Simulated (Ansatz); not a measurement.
The cell is COD entry 9008789, as deposited and not checked against the literature; nothing was relaxed. The listed cell was then made from it by scaling, straining or moving an atom.

CsCl: DFT, PBE, all-electron LAPW, scalar-relativistic (Ansatz 0.2.0). What sets it apart from a plain run of this crystal: volume scaled by 1.025.

```yaml
crystal:
  lattice:
    - [4.1570759255, 0.0, 0.0]
    - [0.0, 4.1570759255, 0.0]
    - [0.0, 0.0, 4.1570759255]
  atoms:
    - { symbol: Cs, position: [0.0, 0.0, 0.0] }
    - { symbol: Cl, position: [0.5, 0.5, 0.5] }
kpoints:
  mp_grid: { grid: [6, 6, 6] }
scf:
  occupations: { method: fermi_dirac, width: 0.03 }
hamiltonian:
  xc: pbe
  pseudopotentials: { kind: all_electron, lapw: { basis_error: 0.001 } }
output:
  forces: true
  stress: true
  eigenvalues: true
```

Output (standing set-up lines are left out):

```
LAPW: plane waves up to 5.390 Å⁻¹, error target 1.0e-3 eV per atom; small_component_spin mean_spin; Cl in spheres of 1.778 Å, 13 of its electrons in bands, Dirac shells []; Cs in spheres of 1.823 Å, 27 of its electrons in bands, Dirac shells []
Crystal: 2 atoms, lattice volume = 71.840 Å³
Basis set: ecut = 110.6766474713518 eV, 179 PW (Γ), exchange–correlation at level 2
Space group: Pm-3m (ITA 221), of the structure as read, at distance tolerance 4.2e-5 Å
iter 1 solved again at ethr=1.02e-3 eV; its pass at ethr=1.00e-1 eV (dr2=4.08e-1 eV) is discarded
SCF iter   1: F=—  HF=-224447.869278 eV  |F-HF|=—  |Δ(HF+E_count)|=         —  Δρ=1.42e-2  dr2=4.08e-1  ethr=1.02e-3  ⟨swp⟩=2.9  Hψ=3003  notcnv=0
preconditioner: auto → Resta (q_TF=auto, 2.475 Å⁻¹)  ε∞=2.5  [insulator: Δε(μ)=6.175 eV  Ē_g=14.196 eV  σ=0.030 eV  W_gap=1.00  n_scr=18 (ndim 8)  ℏωp=17.5 eV  f_vac=0.006  D(μ)=0.00/eV (n_scr^D=0)  ε∞_Penn≈2.5]
SCF iter   2: F=—  HF=-224447.455561 eV  |F-HF|=—  |Δ(HF+E_count)|=   4.14e-1  Δρ=6.24e-3  dr2=8.83e-2  ethr=1.02e-3  ⟨swp⟩=3.1  Hψ=1646  notcnv=0  defer=1
SCF iter   3: F=—  HF=-224447.449821 eV  |F-HF|=—  |Δ(HF+E_count)|=   5.74e-3  Δρ=4.32e-3  dr2=4.36e-2  ethr=2.21e-4  ⟨swp⟩=2.0  Hψ=1628  notcnv=0  defer=1
iter 4 solved again at ethr=2.80e-6 eV; its pass at ethr=1.09e-4 eV (dr2=1.12e-3 eV) is discarded
SCF iter   4: F=—  HF=-224447.451027 eV  |F-HF|=—  |Δ(HF+E_count)|=   1.21e-3  Δρ=7.02e-4  dr2=1.12e-3  ethr=2.80e-6  ⟨swp⟩=2.0  Hψ=2547  notcnv=0
SCF iter   5: F=—  HF=-224447.451905 eV  |F-HF|=—  |Δ(HF+E_count)|=   8.78e-4  Δρ=9.42e-5  dr2=1.48e-5  ethr=2.79e-6  ⟨swp⟩=3.0  Hψ=1686  notcnv=0
SCF iter   6: F=—  HF=-224447.451977 eV  |F-HF|=—  |Δ(HF+E_count)|=   7.20e-5  Δρ=2.59e-5  dr2=7.12e-7  ethr=3.71e-8  ⟨swp⟩=2.8  Hψ=1599  notcnv=0
SCF iter   7: F=—  HF=-224447.451978 eV  |F-HF|=—  |Δ(HF+E_count)|=   8.95e-7  Δρ=9.84e-6  dr2=8.09e-8  ethr=1.78e-9  ⟨swp⟩=3.0  Hψ=1650  notcnv=0
SCF iter   8: F=-224447.451978 eV  HF=-224447.451978 eV  |F-HF|=4.28e-9  |Δ(HF+E_count)|=   3.04e-7  Δρ=3.10e-6  dr2=1.16e-8  ethr=2.02e-10  ⟨swp⟩=3.0  Hψ=1693  notcnv=0
SCF 1 converged in 8 iterations: F = -224447.451978 eV  dr2 = 1.16e-8
SCF converged after 8 iterations
Free energy (F): -224447.451978 eV
Harris-Foulkes:  -224447.451978 eV  (|F-HF|=4.28e-9)
Internal energy: -224447.451978 eV  (E = F + TS)
E sigma→0 (E₀):  -224447.451978 eV
Fermi energy:    7.354910 eV
--- Per-component energies (eV) ---
  E_band       = -3017.222371
  E_kinetic    = 237877.889201
  E_xc         = -6009.912912
  E_electrostatic = -456315.428267  (all electrons and nuclei)
  E_smearing   = -0.000000  (= −TS)
  E_closure    = 0.000000  (closes the sum)
  E_atoms      = -224440.939713  (free atoms, spherical and without spin; not in F)
  Σ components = -224447.451978   (vs F -224447.451978, Δ=0.00e0)
  Basis errors (estimates in eV, not in F): energy 3.0e-4 per atom: plane waves 2.7e-4 (1.4e-4 summed), levels above the bands 3.2e-91, relativity 1.9e-8, radial functions 3.0e-5, core shells 7.2e-8; eigenvalues (radial functions only) 1.9e-5; not estimated: angular momenta, meshes, grids; target (lapw.basis_error) 1.0e-3; muffin-tin radii Cl 1.778 Å, Cs 1.823 Å
--- Forces (eV/Å), atoms counted from 1 ---
  atom   1  Cs    -0.00000000    -0.00000000    -0.00000000
  atom   2  Cl     0.00000000     0.00000000     0.00000000
  max |Σ_I F_I| component: 7.81e-32 eV/Å
--- Stress (GPa, compression-positive) ---
        0.554822       0.000000       0.000000
        0.000000       0.554822       0.000000
        0.000000       0.000000       0.554822
  P = ⅓ Tr σ = 0.5548 GPa (5.548 kbar)
--- Band table (eV; the first three rows and the last of 20) ---
  k-point 0: bands = ["-207.9271", "-177.3626", "-177.3626", "-177.3626", "-148.4645", "-148.4645", "-148.4645", "-61.9904", "-61.9904", "-61.9881", "-61.9881", "-61.9881", "-14.6532", "-7.4003", "-1.1601", "-1.1601", "-1.1601", "4.7428", "4.7428", "4.7428", "9.9032", "10.1667", "10.1667", "14.6825"]
  k-point 1: bands = ["-207.9271", "-177.3626", "-177.3626", "-177.3626", "-148.4645", "-148.4645", "-148.4645", "-61.9904", "-61.9904", "-61.9881", "-61.9881", "-61.9881", "-14.6349", "-7.4082", "-1.3004", "-1.1287", "-1.1287", "4.4128", "4.6922", "4.6922", "10.3440", "10.5001", "10.7968", "14.4522"]
  k-point 2: bands = ["-207.9271", "-177.3626", "-177.3626", "-177.3626", "-148.4645", "-148.4645", "-148.4645", "-61.9904", "-61.9904", "-61.9881", "-61.9881", "-61.9881", "-14.5979", "-7.4265", "-1.5530", "-1.0639", "-1.0639", "3.8667", "4.5868", "4.5868", "10.8079", "11.6165", "12.4094", "14.2016"]
  k-point 19: bands = ["-207.9271", "-177.3626", "-177.3626", "-177.3626", "-148.4645", "-148.4645", "-148.4645", "-61.9903", "-61.9903", "-61.9881", "-61.9881", "-61.9881", "-14.4557", "-7.2428", "-1.6626", "-1.6626", "-1.6626", "3.7135", "3.7135", "3.7135", "13.1399", "13.1399", "13.1399", "15.0551"]
```
